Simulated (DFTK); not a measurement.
HfC:

```
CELL_PARAMETERS angstrom
0.00000 2.32500 2.32500
2.32500 0.00000 2.32500
2.32500 2.32500 0.00000
ATOMIC_POSITIONS crystal
Hf 0.50000 0.50000 0.50000
C 0.00000 0.00000 0.00000
```

Base run:

```yaml
Program: DFTK 0.8.2
Functional: RPBE
Potentials_or_basis: SG15 1.2 (PBE)
Cutoff: 1225 eV
k_mesh: 8 × 8 × 8
Occupations: fermi-dirac, width 0.05 eV
Spin: no spin polarisation
```

Its results: band gap on the k mesh none (metal or under the smearing width); pressure 6.8 GPa.

**Question.** After a change of settings the same cell gave: band gap on the k mesh none (metal or under the smearing width); pressure 4.9 GPa. Which change was it?
A. functional from RPBE to BLYP
B. functional from RPBE to WC
C. functional from RPBE to PBEsol
D. functional from RPBE to SCAN

**Answer.** A.

Caveats: the potentials were made for another functional, which shifts forces and pressure; spin-orbit coupling is left out, which moves the levels of the heavy elements.

Runs at the PBE level aren't shown here.
